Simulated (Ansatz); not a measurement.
Born–Oppenheimer molecular dynamics of C3H4N2 (9 atoms, charge 0, multiplicity 1). It goes on from the last frame of an earlier run, with new velocities.

Computed with UKS PBE0-D4/STO-3G in Ansatz.

```json
{
  "ensemble": "NVT, Langevin thermostat",
  "time step": "0.25 fs",
  "steps asked": "400",
  "set temperature": "500 K",
  "friction": "0.001 /fs",
  "seed": "950266"
}
```

Frames 1.25 fs apart, positions in Å, forces in eV/Å.

Velocities at 30 fs (Å/ps):

```
C -2.34 -6.83 -10.51
C -1.21 -11.54 9.48
N -2.38 4.03 -5.55
C 4.87 16.99 -6.37
N -2.38 -5.11 6.72
H -2.13 -7.67 34.92
H 3.24 31.39 23.17
H -4.59 8.56 -14.85
H 56.79 25.08 -18.85
```

```xyz
9
Properties=species:S:1:pos:R:3:forces:R:3 time_fs=30 energy_less_start_eV=-0.394 T=806
C -0.015 1.113 -0.606 -0.54 -2.30 2.36
C 0.715 -0.034 -0.740 -1.56 0.66 1.02
N 0.223 -0.964 0.221 0.44 1.95 -1.37
C -0.809 -0.260 0.956 2.82 -0.18 -1.03
N -0.897 1.015 0.526 -1.20 0.05 -0.61
H -0.008 1.940 -1.248 0.13 1.97 -0.94
H 1.551 -0.096 -1.401 0.84 -1.18 -0.62
H 0.875 -1.748 0.386 -0.51 -0.92 0.95
H -1.230 -0.717 1.847 -0.41 -0.04 0.24
9
Properties=species:S:1:pos:R:3:forces:R:3 time_fs=31.25 energy_less_start_eV=-0.256 T=688
C -0.018 1.103 -0.617 -0.87 -2.65 3.26
C 0.712 -0.047 -0.728 -1.23 1.78 -0.06
N 0.220 -0.957 0.213 0.38 1.29 -0.86
C -0.801 -0.239 0.947 3.13 -1.23 -1.29
N -0.901 1.009 0.534 -0.87 1.39 -1.60
H -0.009 1.948 -1.213 0.23 2.45 -1.45
H 1.562 -0.066 -1.377 0.82 -1.35 -0.58
H 0.865 -1.745 0.374 -0.49 -1.00 1.04
H -1.163 -0.689 1.829 -1.11 -0.68 1.55
9
Properties=species:S:1:pos:R:3:forces:R:3 time_fs=32.5 energy_less_start_eV=-0.220 T=623
C -0.022 1.090 -0.624 -1.14 -0.61 2.50
C 0.707 -0.058 -0.716 0.12 2.62 -1.77
N 0.217 -0.950 0.205 0.49 -0.02 0.01
C -0.789 -0.219 0.937 2.74 -2.94 -0.20
N -0.905 1.005 0.540 -0.64 2.76 -2.46
H -0.007 1.988 -1.200 0.30 0.88 -0.57
H 1.584 -0.056 -1.362 0.11 -1.39 -0.07
H 0.850 -1.757 0.376 -0.77 -0.57 0.93
H -1.112 -0.669 1.832 -1.21 -0.73 1.63
9
Properties=species:S:1:pos:R:3:forces:R:3 time_fs=33.75 energy_less_start_eV=-0.140 T=554
C -0.028 1.077 -0.628 -1.25 1.91 1.42
C 0.702 -0.066 -0.707 1.65 3.13 -3.39
N 0.215 -0.943 0.197 0.51 -1.45 1.04
C -0.774 -0.204 0.927 1.84 -4.88 1.99
N -0.911 1.004 0.543 -0.48 3.81 -3.06
H -0.001 2.038 -1.195 0.30 -1.02 0.39
H 1.608 -0.066 -1.349 -0.69 -1.31 0.42
H 0.822 -1.777 0.391 -1.02 0.00 0.70
H -1.077 -0.661 1.857 -0.86 -0.20 0.50
9
Properties=species:S:1:pos:R:3:forces:R:3 time_fs=35 energy_less_start_eV=-0.037 T=462
C -0.036 1.065 -0.630 -1.16 3.62 0.70
C 0.700 -0.070 -0.701 2.52 3.25 -4.28
N 0.213 -0.937 0.191 0.27 -2.37 1.92
C -0.756 -0.195 0.919 0.84 -6.00 4.01
N -0.916 1.006 0.544 -0.34 4.11 -3.30
H 0.009 2.074 -1.185 0.25 -2.17 0.83
H 1.623 -0.096 -1.331 -0.98 -1.12 0.49
H 0.779 -1.797 0.416 -0.96 0.32 0.44
H -1.056 -0.657 1.889 -0.44 0.36 -0.81
9
Properties=species:S:1:pos:R:3:forces:R:3 time_fs=36.25 energy_less_start_eV=-0.107 T=538
C -0.044 1.058 -0.631 -0.90 4.03 0.51
C 0.700 -0.071 -0.701 2.49 2.96 -4.26
N 0.212 -0.933 0.186 -0.10 -2.59 2.47
C -0.737 -0.193 0.917 -0.07 -5.61 4.87
N -0.922 1.012 0.541 -0.11 3.37 -3.11
H 0.021 2.078 -1.164 0.19 -2.22 0.69
H 1.623 -0.143 -1.305 -0.70 -0.84 0.14
H 0.721 -1.813 0.449 -0.62 0.33 0.19
H -1.044 -0.649 1.912 -0.19 0.57 -1.50
9
Properties=species:S:1:pos:R:3:forces:R:3 time_fs=37.5 energy_less_start_eV=-0.338 T=735
C -0.053 1.057 -0.632 -0.51 3.03 0.83
C 0.705 -0.067 -0.705 1.57 2.35 -3.37
N 0.211 -0.932 0.185 -0.33 -2.20 2.56
C -0.718 -0.199 0.920 -0.85 -3.79 4.43
N -0.928 1.023 0.535 0.22 1.82 -2.55
H 0.036 2.051 -1.132 0.18 -1.16 0.02
H 1.613 -0.203 -1.277 0.04 -0.58 -0.50
H 0.655 -1.827 0.485 -0.16 0.15 -0.06
H -1.035 -0.632 1.915 -0.16 0.36 -1.35
9
Properties=species:S:1:pos:R:3:forces:R:3 time_fs=38.75 energy_less_start_eV=-0.463 T=886
C -0.064 1.059 -0.632 -0.10 0.85 1.53
C 0.711 -0.062 -0.714 0.36 1.52 -2.12
N 0.208 -0.934 0.186 -0.34 -1.51 2.31
C -0.699 -0.209 0.929 -1.41 -1.19 2.90
N -0.934 1.035 0.527 0.58 0.03 -1.79
H 0.053 2.009 -1.099 0.28 0.88 -1.05
H 1.604 -0.273 -1.254 0.71 -0.35 -1.08
H 0.586 -1.840 0.522 0.29 -0.04 -0.30
H -1.030 -0.609 1.899 -0.38 -0.18 -0.39
9
Properties=species:S:1:pos:R:3:forces:R:3 time_fs=40 energy_less_start_eV=-0.373 T=806
C -0.074 1.063 -0.630 0.32 -0.95 1.90
C 0.717 -0.053 -0.726 -0.13 0.32 -1.17
N 0.206 -0.936 0.190 -0.13 -0.88 1.90
C -0.682 -0.221 0.941 -1.75 1.41 0.92
N -0.940 1.048 0.516 0.85 -1.52 -0.94
H 0.075 1.978 -1.081 0.40 2.53 -1.86
H 1.604 -0.346 -1.246 0.58 0.04 -1.14
H 0.520 -1.856 0.554 0.62 -0.12 -0.57
H -1.032 -0.587 1.879 -0.77 -0.84 0.97
9
Properties=species:S:1:pos:R:3:forces:R:3 time_fs=41.25 energy_less_start_eV=-0.272 T=718
C -0.084 1.066 -0.626 1.05 -0.50 1.05
C 0.723 -0.045 -0.739 0.07 -1.15 -0.62
N 0.203 -0.940 0.195 0.23 -0.44 1.42
C -0.667 -0.232 0.954 -2.17 3.22 -0.23
N -0.944 1.058 0.505 0.96 -2.60 -0.07
H 0.102 1.982 -1.090 0.18 2.02 -1.54
H 1.611 -0.419 -1.253 -0.20 0.65 -0.78
H 0.463 -1.873 0.576 0.84 -0.08 -0.81
H -1.044 -0.578 1.872 -0.95 -1.13 1.59
9
Properties=species:S:1:pos:R:3:forces:R:3 time_fs=42.5 energy_less_start_eV=-0.177 T=668
C -0.092 1.068 -0.621 2.16 1.42 -0.73
C 0.729 -0.037 -0.754 0.21 -2.46 -0.12
N 0.200 -0.944 0.202 0.61 -0.05 0.88
C -0.653 -0.238 0.967 -2.94 3.91 0.10
N -0.947 1.066 0.492 0.91 -3.21 0.78
H 0.133 2.014 -1.121 -0.43 0.00 -0.37
H 1.615 -0.481 -1.272 -0.92 1.27 -0.41
H 0.418 -1.891 0.584 0.97 -0.05 -0.94
H -1.069 -0.585 1.888 -0.56 -0.83 0.80
9
Properties=species:S:1:pos:R:3:forces:R:3 time_fs=43.75 energy_less_start_eV=0.013 T=500
C -0.098 1.072 -0.616 3.20 2.60 -2.26
C 0.736 -0.033 -0.769 -0.15 -3.18 0.51
N 0.198 -0.948 0.210 0.91 0.32 0.39
C -0.644 -0.239 0.980 -3.67 3.79 0.93
N -0.950 1.071 0.481 0.76 -3.42 1.51
H 0.160 2.047 -1.158 -0.97 -1.50 0.62
H 1.606 -0.527 -1.296 -1.18 1.62 -0.23
H 0.387 -1.909 0.580 0.99 0.04 -0.97
H -1.102 -0.603 1.916 0.11 -0.26 -0.49
```

Of the whole run (100 fs, mean temperature of the second half 668 K): The mean temperature of the second half is 34 % above the set value. A run of 0.1 ps of so small a system gives no equilibrium averages. Limits of this set-up: minimal basis.

Run time: 13 min on 1 thread of Arm Neoverse V2, on a shared host, peak memory 0.11 GiB.
